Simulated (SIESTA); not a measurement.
Runs of SIESTA 5.4.2 on AlN. It takes space group P6_3mc (No. 186, hexagonal). Conventional cell: a = 3.113 Å, b = 3.113 Å, c = 4.981 Å, α = 90.00°, β = 90.00°, γ = 120.00°. Al (site symmetry 3m) is surrounded by 4 N at 1.89 Å. Around N (site symmetry 3m) lie 4 Al at 1.89 Å. 

```csv
task,level,potentials or basis,energy shift,gap on the mesh (eV),pressure (GPa),V0 of scaled cells (Å³/atom),B0 (GPa),largest force (eV/Å)
band structure,PBE,"PseudoDojo 0.4 standard (PBE files), DZP (energy shift 0.002 Ry; radii capped at 9.5 bohr)",0.002 Ry,4.37,(a),-,-,0.14
band structure,vdW-DF-cx,"PseudoDojo 0.4 standard (PBE files), DZP (energy shift 0.003 Ry)",0.003 Ry,4.34,3.6,-,-,0.14
band structure,LDA,"PseudoDojo 0.4 standard (LDA files), DZP (energy shift 0.003 Ry)",0.003 Ry,(b),-3.8,-,-,0.12
equation of state,LDA,"PseudoDojo 0.4 standard (LDA files), DZP (energy shift 0.003 Ry)",0.003 Ry,-,-,10.26,208,-
single point,PBE,"PseudoDojo 0.4 standard (PBE files), DZP (energy shift 0.003 Ry)",0.003 Ry,4.34,5.1,-,-,(c)
band structure,AM05,"PseudoDojo 0.4 standard (PBEsol files), DZP (energy shift 0.002 Ry; radii capped at 9.5 bohr)",0.002 Ry,4.31,1.8,-,-,0.14
equation of state,PBEsol,"PseudoDojo 0.4 standard (PBEsol files), DZP (energy shift 0.003 Ry)",0.003 Ry,-,-,10.55,200,-
band structure,LDA,"PseudoDojo 0.4 standard (LDA files), DZP (energy shift 0.002 Ry; radii capped at 9.5 bohr)",0.002 Ry,4.43,-3.6,-,-,0.12
```

Alike in all rows: no spin polarisation; cell as given; k mesh 10 × 10 × 6; smearing fermi-dirac 0.05 eV; grid cutoff 800 Ry.

Question: Fill in the values left out.

Answer: (a) 5.3; (b) 4.42; (c) 0.13.

Caveats: the basis of atomic orbitals isn't converged, which shifts pressures, moduli and gaps; the potentials were made for another functional, which shifts forces and pressure (some runs); the cell was scaled at fixed shape and fractional positions, which overstates the stiffness of a crystal with free parameters, most of all of layers and chains (some runs).

A k mesh can miss the band edges.

Not every run made on this cell is shown here.
